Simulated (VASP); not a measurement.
# C: relaxed cell and band gap, by functional

C, P6_3/mmc (no. 194), 4 atoms in the cell.

| Functional | Volume (Å³/atom) | Change from the starting volume (fraction) | Gap, path and mesh (eV) | Time (s) |
|---|---|---|---|---|
| vdW-DF2 | 9.22 | 0.048 | 0.00 | 527 |
| rev-vdW-DF2 | 8.61 | -0.022 | 0.00 | 346 |
| vdW-DF-cx | 8.52 | -0.031 | 0.00 | 415 |
| vdW-DF3-opt1 | 8.56 | -0.027 | 0.00 | 964 |
| vdW-DF3-opt2 | 8.53 | -0.030 | 0.00 | 943 |

Limits: A zero gap at this level doesn't show that the crystal is a metal.

## Input of the first row

INCAR.step1:
```
PREC = Accurate ; ENCUT = 600
EDIFF = 1E-7 ; ISMEAR = 0
SIGMA = 0.02 ; LREAL = False
LASPH = True ; GGA_COMPAT = False
ALGO = Normal ; NELM = 150
ISIF = 3 ; LWAVE = False
LCHARG = False ; GGA = ML
LUSE_VDW = True ; AGGAC = 0.0
ZAB_VDW = -1.8867 ; IBRION = 2
EDIFFG = -0.002 ; NSW = 60
KPAR = 4
```

INCAR.step2, as INCAR.step1 but for:
```
- NSW = 60
+ NSW = 40
```

INCAR.step3, as INCAR.step2 but for:
```
- ISIF = 3
- IBRION = 2
- EDIFFG = -0.002
- NSW = 40
+ ISIF = 2
+ NBANDS = 16
```

KPOINTS:
```
k-points
0
Gamma
  8 8 3
```

KPOINTS_OPT:
```
path GMKGALHA,LM,KH
8
line-mode
reciprocal
 0.0000000000  0.0000000000  0.0000000000  G
 0.5000000000  0.0000000000  0.0000000000  M

 0.5000000000  0.0000000000  0.0000000000  M
 0.3333333333  0.3333333333  0.0000000000  K

 0.3333333333  0.3333333333  0.0000000000  K
 0.0000000000  0.0000000000  0.0000000000  G

 0.0000000000  0.0000000000  0.0000000000  G
 0.0000000000  0.0000000000  0.5000000000  A

 0.0000000000  0.0000000000  0.5000000000  A
 0.5000000000  0.0000000000  0.5000000000  L

 0.5000000000  0.0000000000  0.5000000000  L
 0.3333333333  0.3333333333  0.5000000000  H

 0.3333333333  0.3333333333  0.5000000000  H
 0.0000000000  0.0000000000  0.5000000000  A

 0.5000000000  0.0000000000  0.5000000000  L
 0.5000000000  0.0000000000  0.0000000000  M

 0.3333333333  0.3333333333  0.0000000000  K
 0.3333333333  0.3333333333  0.5000000000  H
```

POSCAR.step1:
```
C
1.0
    2.4610000000      0.0000000000      0.0000000000
   -1.2305000000      2.1312885187      0.0000000000
    0.0000000000      0.0000000000      6.7080000000
C
4
Direct
    0.0000000000      0.0000000000      0.2500000000
    0.0000000000      0.0000000000      0.7500000000
    0.3333333333      0.6666666667      0.2500000000
    0.6666666667      0.3333333333      0.7500000000
```

Commands (each step's output is kept before the next begins):
```
cat potpaw_PBE.64/C/POTCAR > POTCAR
cp INCAR.step1 INCAR
cp POSCAR.step1 POSCAR
mpirun -np 4 vasp_std > vasp.out
cp CONTCAR POSCAR
rm WAVECAR CHG
cp INCAR.step2 INCAR
mpirun -np 4 vasp_std > vasp.out
cp CONTCAR POSCAR
rm WAVECAR CHG
cp INCAR.step3 INCAR
mpirun -np 4 vasp_std > vasp.out
```

Changes of the last row against the first:
```
(all steps)
- GGA = ML
+ GGA = MK
+ PARAM1 = 0.1234568
+ PARAM2 = 0.58
+ IVDW_NL = 4
```

VASP 6.6.1 took 527 s on 4 cores (Intel Xeon Platinum 8259CL @ 2.50GHz (Skylake/Cascade Lake)), a shared host.
